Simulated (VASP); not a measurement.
# BaTiO3 (P4mm) in VASP: band structure with HSE06

Aim: the band structure of BaTiO3 with HSE06.

Everything below comes from runs of VASP 6.6.1. Logs are shortened: lines on timing, memory, paths and dates and some standing lists are left out, and cuts for length are marked.

### Step 1. Starting point

It takes space group P4mm (No. 99, tetragonal). The conventional cell has a = 4.000 Å, b = 4.000 Å, c = 4.018 Å, α = 90.00°, β = 90.00°, γ = 90.00°. Around Ba (site symmetry 4mm) lie 12 O at 2.79 to 2.88 Å. Ti (site symmetry 4mm) is surrounded by 6 O at 1.89 to 2.13 Å. Around O (site symmetry 4mm) lie 2 Ti at 1.89 to 2.13 Å. Around O (site symmetry 2mm) lie 2 Ti at 2.00 Å.

### Step 2. Band structure, HSE06

Contents of POSCAR:

```
BaTiO3
1.0
    3.9998000000      0.0000000000      0.0000000000
    0.0000000000      3.9998000000      0.0000000000
    0.0000000000      0.0000000000      4.0180000000
Ba Ti O
1 1 3
Direct
    0.0000000000      0.0000000000      0.0000000000
    0.5000000000      0.5000000000      0.4900000000
    0.5000000000      0.5000000000      0.0190000000
    0.5000000000      0.0000000000      0.5170000000
    0.0000000000      0.5000000000      0.5170000000
```

Contents of INCAR.step1:

```
  PREC = Accurate
  ENCUT = 520
  EDIFF = 1E-5
  ISMEAR = 0
  SIGMA = 0.02
  LREAL = False
  LASPH = True
  NELM = 80
  ALGO = Normal
  ISIF = 2
  LWAVE = True
  LCHARG = False
  LMAXMIX = 4
  NBANDS = 28
  GGA = PE
```

Contents of INCAR.step2:

```
  PREC = Accurate
  ENCUT = 520
  EDIFF = 1E-6
  ISMEAR = 0
  SIGMA = 0.02
  LREAL = False
  LASPH = True
  NELM = 80
  ALGO = Normal
  ISIF = 2
  LWAVE = False
  LCHARG = False
  LMAXMIX = 4
  GGA = PE
  LHFCALC = True
  HFSCREEN = 0.2
  PRECFOCK = Fast
  NBANDS = 28
  ISTART = 1
```

Contents of KPOINTS:

```
Automatic mesh
0
Gamma
  4 4 4
```

Contents of KPOINTS_OPT:

```
path GXMGZRAZ,XR,MA
12
line-mode
reciprocal
 0.0000000000  0.0000000000  0.0000000000  G
 0.0000000000  0.5000000000  0.0000000000  X

 0.0000000000  0.5000000000  0.0000000000  X
 0.5000000000  0.5000000000  0.0000000000  M

 0.5000000000  0.5000000000  0.0000000000  M
 0.0000000000  0.0000000000  0.0000000000  G

 0.0000000000  0.0000000000  0.0000000000  G
 0.0000000000  0.0000000000  0.5000000000  Z

 0.0000000000  0.0000000000  0.5000000000  Z
 0.0000000000  0.5000000000  0.5000000000  R

 0.0000000000  0.5000000000  0.5000000000  R
 0.5000000000  0.5000000000  0.5000000000  A

 0.5000000000  0.5000000000  0.5000000000  A
 0.0000000000  0.0000000000  0.5000000000  Z

 0.0000000000  0.5000000000  0.0000000000  X
 0.0000000000  0.5000000000  0.5000000000  R

 0.5000000000  0.5000000000  0.0000000000  M
 0.5000000000  0.5000000000  0.5000000000  A
```

Potentials or basis: VASP PAW PBE potentials, release 64 (Ba_sv, Ti_sv, O).

Run with:

```bash
$ cat potpaw_PBE.64/Ba_sv/POTCAR potpaw_PBE.64/Ti_sv/POTCAR potpaw_PBE.64/O/POTCAR > POTCAR
$ cp INCAR.step1 INCAR
$ mpirun -np 1 vasp_std > vasp.out
$ cp INCAR.step2 INCAR
$ mpirun -np 1 vasp_std > vasp.out
```

OUTCAR:

```text
PREC = Accurate
   ENCUT = 520
   EDIFF = 1E-6
   ISMEAR = 0
   LREAL = False
   LASPH = True
   NELM = 80
   ISIF = 2
   GGA = PE
   LHFCALC = True
   HFSCREEN = 0.2
   PRECFOCK = Fast
   ISTART = 1

 ion  position               nearest neighbor table
   1  0.000  0.000  0.000-   4 2.79   5 2.79   5 2.79   4 2.79   3 2.83   3 2.83   3 2.83   3 2.83
                             4 2.88   5 2.88   5 2.88   4 2.88   2 3.45   2 3.45   2 3.45   2 3.45
   2  0.500  0.500  0.490-   3 1.89   4 2.00   5 2.00   4 2.00   5 2.00   3 2.13   1 3.45   1 3.45
                             1 3.45   1 3.45   1 3.49   1 3.49   1 3.49   1 3.49
   3  0.500  0.500  0.019-   2 1.89   2 2.13   1 2.83   1 2.83   1 2.83   1 2.83
   4  0.500  0.000  0.517-   2 2.00   2 2.00   1 2.79   1 2.79   1 2.88   1 2.88
   5  0.000  0.500  0.517-   2 2.00   2 2.00   1 2.79   1 2.79   1 2.88   1 2.88

  LATTYP: Found a simple tetragonal cell.
 ALAT       =     3.9998000000
 C/A-ratio  =     1.0045502275

  Lattice vectors:

 A1 = (   3.9998000000,   0.0000000000,   0.0000000000)
 A2 = (   0.0000000000,   3.9998000000,   0.0000000000)
 A3 = (   0.0000000000,   0.0000000000,   4.0180000000)

Analysis of symmetry for initial positions (statically):
=====================================================================
 Subroutine PRICEL returns:
 Original cell was already a primitive cell.

 Routine SETGRP: Setting up the symmetry group for a
 simple tetragonal supercell.

 Subroutine GETGRP returns: Found  8 space group operations
 (whereof  8 operations were pure point group operations)
 out of a pool of 16 trial point group operations.

The static configuration has the point symmetry C_4v.

Analysis of symmetry for dynamics (positions and initial velocities):
=====================================================================
 Subroutine PRICEL returns:
 Original cell was already a primitive cell.

 Routine SETGRP: Setting up the symmetry group for a
 simple tetragonal supercell.

 Subroutine GETGRP returns: Found  8 space group operations
 (whereof  8 operations were pure point group operations)
 out of a pool of 16 trial point group operations.

The dynamic configuration has the point symmetry C_4v.

 Subroutine INISYM returns: Found  8 space group operations
 (whereof  8 operations are pure point group operations),
 and found     1 'primitive' translations

----------------------------------------------------------------------------------------

                                     Primitive cell

  volume of cell :      64.2816

  direct lattice vectors                    reciprocal lattice vectors
     3.999800000  0.000000000  0.000000000     0.250012501  0.000000000  0.000000000
     0.000000000  3.999800000  0.000000000     0.000000000  0.250012501  0.000000000
     0.000000000  0.000000000  4.018000000     0.000000000  0.000000000  0.248880040

  length of vectors
     3.999800000  3.999800000  4.018000000     0.250012501  0.250012501  0.248880040

  position of ions in fractional coordinates (direct lattice)
     0.000000000  0.000000000  0.000000000
     0.500000000  0.500000000  0.490000000
     0.500000000  0.500000000  0.019000000
     0.500000000  0.000000000  0.517000000
     0.000000000  0.500000000  0.517000000

  ion indices of the primitive-cell ions
   primitive index   ion index
                 1           1
                 2           2
                 3           3
                 4           4
                 5           5

----------------------------------------------------------------------------------------

 KPOINTS: Automatic mesh

Automatic generation of k-mesh.
 Grid dimensions read from file:
 generate k-points for:    4    4    4

 Generating k-lattice:

  Cartesian coordinates                     Fractional coordinates (reciprocal lattice)
     0.062503125  0.000000000  0.000000000     0.250000000  0.000000000  0.000000000
     0.000000000  0.062503125  0.000000000     0.000000000  0.250000000  0.000000000
     0.000000000  0.000000000  0.062220010     0.000000000  0.000000000  0.250000000

  Length of vectors
     0.062503125  0.062503125  0.062220010

  Shift w.r.t. Gamma in fractional coordinates (k-lattice)
     0.000000000  0.000000000  0.000000000

 Subroutine IBZKPT returns following result:
 ===========================================

 Found     18 irreducible k-points:

 Following reciprocal coordinates:
            Coordinates               Weight
  0.000000  0.000000  0.000000      1.000000
  0.250000  0.000000  0.000000      4.000000
  0.500000  0.000000  0.000000      2.000000
  0.250000  0.250000  0.000000      4.000000
  0.500000  0.250000  0.000000      4.000000
  0.500000  0.500000  0.000000      1.000000
[... 10 lines left out ...]
  0.500000  0.250000  0.500000      4.000000
  0.500000  0.500000  0.500000      1.000000
   k-points           NKPTS =     18   k-points in BZ     NKDIM =     64   number of bands    NBANDS=     28
   number of dos      NEDOS =    301   number of ions     NIONS =      5
   total plane-waves  NPLWV =  27000
   dimension x,y,z NGX =    30 NGY =   30 NGZ =   30
   dimension x,y,z NGXF=    60 NGYF=   60 NGZF=   60
   ions per type =               1   1   3
   NGX,Y,Z   is equivalent  to a cutoff of  12.47, 12.47, 12.41 a.u.
   NGXF,Y,Z  is equivalent  to a cutoff of  24.94, 24.94, 24.83 a.u.
 SYSTEM =  unknown system
   PREC   = accura    normal or accurate (medium, high low for compatibility)
   ISTART =      1    job   : 0-new  1-cont  2-samecut
   ICHARG =      0    charge: 1-file 2-atom 10-const
   ISPIN  =      1    spin polarized calculation?
   LNONCOLLINEAR =      F non collinear calculations
   LSORBIT =      F    spin-orbit coupling
   LASPH  =      T    aspherical Exc in radial PAW
   ENCUT  =  520.0 eV  38.22 Ry    6.18 a.u.   7.44  7.44  7.47*2*pi/ulx,y,z
   NELM   =     80;   NELMIN=  2; NELMDL=  0     # of ELM steps
   EDIFF  = 0.1E-05   stopping-criterion for ELM
   LREAL  =      F    real-space projection
   EDIFFG = 0.1E-04   stopping-criterion for IOM
   NSW    =      0    number of steps for IOM
   IBRION =     -1    ionic relax: 0-MD 1-quasi-New 2-CG
   NFREE  =      0    steps in history (QN), initial steepest desc. (CG)
   ISIF   =      2    stress and relaxation
   ISYM   =      3    0-nonsym 1-usesym 2-fastsym
   POTIM  = 0.5000    time-step for ionic-motion
   TEBEG  =    0.0;   TEEND  =   0.0 temperature during run
   PSTRESS=    0.0 pullay stress
   NELECT =      40.0000    total number of electrons
   NUPDOWN=      -1.0000    fix difference up-down
   EMIN   =  10.00;   EMAX   =-10.00  energy-range for DOS
   EFERMI =   0.00;   METHOD = LEGACY
   ISMEAR =     0;   SIGMA  =   0.02  broadening in eV -4-tet -1-fermi 0-gaus
   EFERMI_NEDOS =   21; number of points for ismear=-14 and -15
   IALGO  =     38    algorithm
   IMIX   =      1    mixing-type and parameters
     AMIX     =   0.40;   BMIX     =  1.00
     AMIX_MAG =   1.60;   BMIX_MAG =  1.00
  volume/ion in A,a.u.               =      12.86        86.76
  Fermi-wavevector in a.u.,A,eV,Ry     =   1.397653  2.641181 26.578078  1.953434
  Thomas-Fermi vector in A             =   2.520888
   LORBIT       =      0    0 simple, 1 ext, 2 COOP (PROOUT), +10 PAW based schemes
   GGA     = PE    functional components
   LHFCALC =     T    Hartree Fock is set to
   PRECFOCK=fast      Normal, Fast or Accurate (Low or Medium for compatibility)
   ENCUT4O =  -1.0   cutoff for four orbital integrals eV
   NKREDX  =     1    reduce k-point grid by
   NKREDY  =     1    reduce k-point grid by
   NKREDZ  =     1    reduce k-point grid by
   AEXX    =    0.2500 exact exchange contribution
   HFSCREEN=    0.2000 screening length (either q_TF or 0.3 A-1)
   HFSCREENC=   0.2000 screening length for correlation (either q_TF or 0.3 A-1)
   ENCUTFOCK=  -1.0 apply spherical cutoff to Coloumb kernel
   IVDW    =     0    specifies the selected vdW correction
   LEPSILON=     F    determine dielectric tensor
   LRPA    =     F    only Hartree local field effects (RPA)
 non-spin polarized calculation
 Gauss-broadening in eV      SIGMA  =   0.02
  energy-cutoff  :      520.00
  volume of cell :       64.28
 maximum number of plane-waves:      1755
 NGX is ok and might be reduce to    30
  NGX = 16; NGY = 16; NGZ = 16

 number of electron      39.9999977 magnetization

 Free energy of the ion-electron system (eV)
  ---------------------------------------------------
  ext. energy  EPLUGINS =         0.00000000
  ---------------------------------------------------
  free energy    TOTEN  =       -48.49701282 eV

  energy without entropy =      -48.49701282  energy(sigma->0) =      -48.49701282

 E-fermi :   2.9912     XC(G=0):  -9.2279

 val. band max:        2.8028445207   @ k =   0.5000   0.5000   0.5000
 cond. band min:       5.9997714528   @ k =   0.0000   0.0000   0.0000
 fundamental gap:      3.1969269321
 Fermi energy:         2.9912263055

 k-point     1 :       0.0000    0.0000    0.0000
  band No.  band energies     occupation
      1     -58.2190      2.00000
      2     -32.7948      2.00000
      3     -32.7601      2.00000
      4     -32.7601      2.00000
      5     -23.3844      2.00000
      6     -15.7470      2.00000
[... 20 lines left out ...]
     27       9.4170      0.00000
     28      11.7585      0.00000

 k-point     2 :       0.2500    0.0000    0.0000
  band No.  band energies     occupation
      1     -58.2186      2.00000
      2     -32.7932      2.00000
      3     -32.7863      2.00000
      4     -32.7583      2.00000
      5     -23.3136      2.00000
      6     -15.8265      2.00000
[... 20 lines left out ...]
     27      10.5470      0.00000
     28      12.8710      0.00000

 k-point     3 :       0.5000    0.0000    0.0000
  band No.  band energies     occupation
      1     -58.2181      2.00000
      2     -32.8125      2.00000
      3     -32.7915      2.00000
      4     -32.7566      2.00000
      5     -23.2404      2.00000
      6     -15.9870      2.00000
[... 430 lines left out ...]
      3     -32.8060      2.00000
      4     -32.7786      2.00000
      5     -23.1170      2.00000
      6     -15.0726      2.00000
[... 20 lines left out ...]
     27      12.5384      0.00000
     28      12.7720      0.00000

 k-point    18 :       0.5000    0.5000    0.5000
  band No.  band energies     occupation
      1     -58.2164      2.00000
      2     -32.8363      2.00000
      3     -32.8040      2.00000
      4     -32.8040      2.00000
      5     -23.0789      2.00000
      6     -14.8618      2.00000
[... 20 lines left out ...]
     27      12.2615      0.00000
     28      12.4357      0.00000

------------------------ aborting loop because EDIFF is reached ----------------------------------------

  FORCE on cell =-STRESS in cart. coord.  units (eV):
  Direction    XX          YY          ZZ          XY          YZ          ZX
  --------------------------------------------------------------------------------------
  -------------------------------------------------------------------------------------
  Total       -0.6454571     -0.6454571     -0.3277310      0.0000000      0.0000000      0.0000000
  in kB      -16.0876070    -16.0876070     -8.1684873      0.0000000      0.0000000      0.0000000
  external PRESSURE =     -13.4479005 kB  Pullay stress =       0.0000000 kB

 VOLUME and BASIS-vectors are now :
 -----------------------------------------------------------------------------
  energy-cutoff  :      520.00
  volume of cell :       64.28
      direct lattice vectors                 reciprocal lattice vectors
     3.999800000  0.000000000  0.000000000     0.250012501  0.000000000  0.000000000
     0.000000000  3.999800000  0.000000000     0.000000000  0.250012501  0.000000000
     0.000000000  0.000000000  4.018000000     0.000000000  0.000000000  0.248880040

 POSITION                                       TOTAL-FORCE (eV/Angst)
 -----------------------------------------------------------------------------------
      0.00000      0.00000      0.00000         0.000000     -0.000000      0.066527
      1.99990      1.99990      1.96882         0.000000      0.000000     -0.324735
      1.99990      1.99990      0.07634         0.000000     -0.000000      0.552903
      1.99990      0.00000      2.07731        -0.000000     -0.000000     -0.147348
      0.00000      1.99990      2.07731        -0.000000     -0.000000     -0.147348
 -----------------------------------------------------------------------------------
    total drift:                                0.000000      0.000000     -0.009549

  FREE ENERGIE OF THE ION-ELECTRON SYSTEM (eV)
  ---------------------------------------------------
  free  energy   TOTEN  =       -48.4970128225 eV

  energy  without entropy=      -48.4970128225  energy(sigma->0) =      -48.49701282
```

Run time: 2.6 h. Hardware: 1 thread of AMD EPYC 7R13 (Zen 3), shared host; peak memory 0.34 GiB.

Results:

| Item | Value |
| --- | --- |
| Free energy | -48.4970 eV |
| Pressure | -1.3 GPa |
| Largest force | 0.553 eV/Å |
| Band gap on the k mesh | 3.20 eV, indirect (least direct gap 3.46 eV) |
| Band gap along the path | 3.20 eV, indirect (least direct gap 3.46 eV) |

Forces on the atoms (eV/Å):
```
Ba   0.000  0.000  0.067
Ti   0.000  0.000 -0.325
O    0.000  0.000  0.553
O    0.000  0.000 -0.147
O    0.000  0.000 -0.147
```

Stress tensor (GPa, compression positive):
```
-1.61  0.00  0.00
 0.00 -1.61  0.00
 0.00  0.00 -0.82
```

Levels at the corners of the path, in eV from the valence-band top:
```tsv
point	band 18	band 19	band 20	band 21	band 22	band 23
Γ	-0.30	-0.26	-0.26	3.20	3.40	3.40
X	-1.83	-0.99	-0.91	3.56	5.09	5.11
X	-1.83	-0.99	-0.91	3.56	5.09	5.11
M	-1.03	-1.03	-0.09	5.13	5.13	5.64
M	-1.03	-1.03	-0.09	5.13	5.13	5.64
Γ	-0.30	-0.26	-0.26	3.20	3.40	3.40
Γ	-0.30	-0.26	-0.26	3.20	3.40	3.40
Z	-2.04	-0.75	-0.75	3.37	5.15	5.15
Z	-2.04	-0.75	-0.75	3.37	5.15	5.15
R	-0.96	-0.94	-0.17	5.12	5.17	5.61
R	-0.96	-0.94	-0.17	5.12	5.17	5.61
A	-0.09	-0.09	0.00	5.87	5.87	5.89
A	-0.09	-0.09	0.00	5.87	5.87	5.89
Z	-2.04	-0.75	-0.75	3.37	5.15	5.15
X	-1.83	-0.99	-0.91	3.56	5.09	5.11
R	-0.96	-0.94	-0.17	5.12	5.17	5.61
M	-1.03	-1.03	-0.09	5.13	5.13	5.64
A	-0.09	-0.09	0.00	5.87	5.87	5.89
```

Caveat: the PAW data sets were made with another functional, which shifts forces and pressure a little; spin-orbit coupling is left out, which moves the levels of the heavy elements.
